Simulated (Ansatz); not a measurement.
TePt in Ansatz: the effect of functional

TePt:

```
Pt Te
1.0
     1.96827    1.13638    6.61633
    -1.96827    1.13638    6.61633
     0.00000   -2.27276    6.61633
Pt Te
2 2
Cartesian
  0.0000 0.0000 2.5738
  0.0000 0.0000 17.2752
  0.0000 0.0000 7.9793
  0.0000 0.0000 11.8697
```

The cell isn't the ideal one: volume scaled by 0.98.

Alike in all runs:

- Program: Ansatz 0.2.0
- Task: single point
- Potentials or basis: Ansatz PAW
- k mesh: 8 × 8 × 8
- Occupations: fermi-dirac, width 0.05 eV
- Spin: no spin polarisation

```csv
functional,cutoff,pressure (GPa),largest force (eV/Å)
LDA,420 eV (not typed: the program's choice for these potentials),-0.2,0.22
PBEsol,420 eV (not typed: the program's choice for these potentials),?,?
r2SCAN,500 eV (not typed: the program's choice for these potentials),5.6,0.38
```

**Question.** What does the run with functional PBEsol give?

**Answer.** Pressure 2.4 GPa; largest force 0.34 eV/Å.

Caveats: the PAW data sets come from PBE, with cores solved anew for the run's functional, which leaves a small shift of forces and pressure.
